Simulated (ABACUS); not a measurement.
C:

```
CELL_PARAMETERS angstrom
0.00000 1.78337 1.78337
1.78337 0.00000 1.78337
1.78337 1.78337 0.00000
ATOMIC_POSITIONS crystal
C 0.75000 0.75000 0.75000
C 0.50000 0.50000 0.50000
```

This isn't the form of C at room conditions, which is graphite.

Base run:

| Quantity | Value |
| --- | --- |
| Program | ABACUS 3.10.1 |
| Functional | rSCAN |
| Potentials or basis | SG15 ONCV 1.2 PBE |
| Cutoff | 1293 eV |
| Density cutoff | 5170 eV |
| Basis | plane waves |
| k mesh | 8 × 8 × 8 |
| Occupations | fermi-dirac, width 0.05 eV |
| Spin | no spin polarisation |

Its results: band gap on the k mesh 4.28 eV, indirect (least direct gap 5.84 eV); pressure -3.2 GPa.

Question: The run is repeated on the same cell with these changes: functional from rSCAN to TPSS. What comes out?

Answer: Band gap on the k mesh 4.26 eV, indirect (least direct gap 5.83 eV); pressure 1.7 GPa.

Caveats: the potentials were made for another functional, which shifts forces and pressure.

A k mesh can miss the band edges.
